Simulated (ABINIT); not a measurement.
The system is I.

```
CELL_PARAMETERS angstrom
0.00000 2.36560 3.90984
2.19225 0.00000 3.90984
2.19225 2.36560 0.00000
ATOMIC_POSITIONS crystal
I 0.00000 0.00000 0.00000
```

Base run:

| Item | Value |
| --- | --- |
| Program | ABINIT 10.8.3 (patched build) |
| Functional | PBEsol |
| Potentials or basis | JTH PAW PBE v2.0 |
| Cutoff | 408 eV |
| k mesh | 7 × 7 × 7 |
| Occupations | fermi-dirac, width 0.05 eV |
| Spin | no spin polarisation |

Its results: pressure -1.2 GPa.

Problem. The run is repeated on the same cell with these changes: k mesh from 7 × 7 × 7 to 4 × 4 × 4. What comes out?

Solution. Pressure -3.0 GPa.

Caveats: some runs use coarse meshes; the PAW data sets were made with another functional, which shifts forces and pressure a little; an odd number of electrons without spin polarisation forces a metal (some runs); a magnetic or distorted state may lie lower (some runs).
